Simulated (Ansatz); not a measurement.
# Si: the cost of one run

Method: DFT PBE, scalar-relativistic, plane waves, PAW, in Ansatz 0.2.0.

### 1 The starting structure

The structure is hexagonal, space group P6_3/mmc (No. 194). The conventional cell has a = 3.831 Å, b = 3.831 Å, c = 6.333 Å, α = 90.00°, β = 90.00°, γ = 120.00°. Si (site symmetry 3m) has 4 Si at 2.35 to 2.37 Å in its first shell of neighbours.

Coordinates:

```
Si
1.0
     3.83132    0.00000    0.00000
    -1.91566    3.31802    0.00000
     0.00000    0.00000    6.33262
Si
4
Direct
  0.33333 0.66667 0.06301
  0.66667 0.33333 0.56301
  0.33333 0.66667 0.43699
  0.66667 0.33333 0.93699
```

The structure comes from the Materials Project (structure only).

### 5 The grid

The energy is mapped over two homogeneous strains (x along [1 0 0], y along [1 2 0], z along [0 0 1] of the conventional cell).

The axes are (1) engineering shear strain xy: 9 values from −8 to 8 %; (2) strain +e along x and -e along y: 9 values from −7.00 %.

Nothing else is relaxed (fractional coordinates fixed). Energies count from the relaxed crystal. Points are written as (first, second).

(The set-up runs are not shown.)

### 6 Point (0 %, −3.50 %)

The input, input.yaml:

```yaml
crystal:
  lattice:
    - [3.7162943274, 0.0, 0.0]
    - [-1.8581471637, 3.451864747, 0.0]
    - [0.0, 0.0, 6.3646810974]
  atoms:
    - { symbol: Si, position: [0.3333333333, 0.6666666667, 0.0629320729] }
    - { symbol: Si, position: [0.6666666667, 0.3333333333, 0.5629320729] }
    - { symbol: Si, position: [0.3333333333, 0.6666666667, 0.4370679271] }
    - { symbol: Si, position: [0.6666666667, 0.3333333333, 0.9370679271] }
basis:
  ecutwfc: 420
kpoints:
  mp_grid: { grid: [12, 12, 6] }
hamiltonian:
  xc: pbe
  pseudopotentials: { kind: paw, azcp: { folder: soft_1 } }
scf:
  occupations: { method: gaussian, width: 0.05 }
output:
  forces: true
  stress: true
  eigenvalues: true
```

Launch:

```console
$ ansatz run input.yaml --threads 2 --pin off --max-ram 4096MiB --backend cpu --events-out ev --progress --plain --runs-dir out
```

Q: Estimate wall time and peak memory on 2 threads of Arm Neoverse N1, shared host.

About 8.6 s, with a peak of 0.41 GiB.
